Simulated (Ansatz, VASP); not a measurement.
MgO: VASP beside Ansatz

INCAR

```
  PREC = Accurate
  ENCUT = 600
  EDIFF = 1E-6
  ISMEAR = 0
  SIGMA = 0.1
  LREAL = False
  LASPH = True
  NELM = 100
  ALGO = Normal
  ISIF = 3
  LWAVE = False
  LCHARG = False
  GGA = PE
  IBRION = 2
  NSW = 90
  EDIFFG = -0.04
```

KPOINTS

```
Automatic mesh
0
Gamma
  4 4 4
```

The input POSCAR:

```
MgO
1.0
    4.1757874696      0.0000000000      0.0000000000
    0.0000000000      4.1757874696      0.0000000000
    0.0000000000      0.0000000000      4.1757874696
Mg O
4 4
Direct
    0.8440000000      0.8440000000      0.8440000000
    0.6560000000      0.1560000000      0.3440000000
    0.3440000000      0.6560000000      0.1560000000
    0.1560000000      0.3440000000      0.6560000000
    0.1500000000      0.1500000000      0.1500000000
    0.3500000000      0.8500000000      0.6500000000
    0.6500000000      0.3500000000      0.8500000000
    0.8500000000      0.6500000000      0.3500000000
```

Input for Ansatz:

```yaml
crystal:
  lattice:
    - [4.1757874696, 0.0, 0.0]
    - [0.0, 4.1757874696, 0.0]
    - [0.0, 0.0, 4.1757874696]
  atoms:
    - { symbol: Mg, position: [0.844, 0.844, 0.844] }
    - { symbol: Mg, position: [0.656, 0.156, 0.344] }
    - { symbol: Mg, position: [0.344, 0.656, 0.156] }
    - { symbol: Mg, position: [0.156, 0.344, 0.656] }
    - { symbol: O, position: [0.15, 0.15, 0.15] }
    - { symbol: O, position: [0.35, 0.85, 0.65] }
    - { symbol: O, position: [0.65, 0.35, 0.85] }
    - { symbol: O, position: [0.85, 0.65, 0.35] }
basis:
  ecutwfc: 420
kpoints:
  mp_grid: { grid: [4, 4, 4] }
hamiltonian:
  xc: pbe
scf:
  occupations: { method: gaussian, width: 0.1 }
  lower_state_search: "off"
output:
  forces: true
  stress: true
  eigenvalues: true
relax:
  adjacent_minimum: "off"
  f_tol: 0.04
  max_steps: 70
  cell: { stress_tol: 0.4 }
```

Alike in both runs: task relaxation of cell and atoms; functional PBE; k mesh 4 × 4 × 4; occupations gaussian, width 0.1 eV; no spin polarisation.

```csv
,VASP,Ansatz
version,VASP 6.6.1,Ansatz 0.2.0
potentials or method,"VASP PAW PBE potentials, release 64 (Mg, O)","scalar-relativistic, plane waves, PAW"
plane-wave cutoff (eV),600,420
valence electrons in the cell,32,64
```

Ansatz gave:

- gap on the k mesh at the Fermi level, each at its own relaxed structure (eV): 4.46
- relaxed volume (Å³/atom): 9.62
- relaxed cell length with the largest relative difference (Å): 4.254
- energy change over the relaxation (meV/atom): -1081

Q: What did VASP give for the same quantities?

A: gap on the k mesh at the Fermi level, each at its own relaxed structure (eV): 4.49; relaxed volume (Å³/atom): 9.57; relaxed cell length with the largest relative difference (Å): 4.247; energy change over the relaxation (meV/atom): -1084.

The two sets of potentials don't hold the same shells in valence.

Expect the measured gap to be larger: semilocal functionals such as PBE lack the derivative discontinuity.
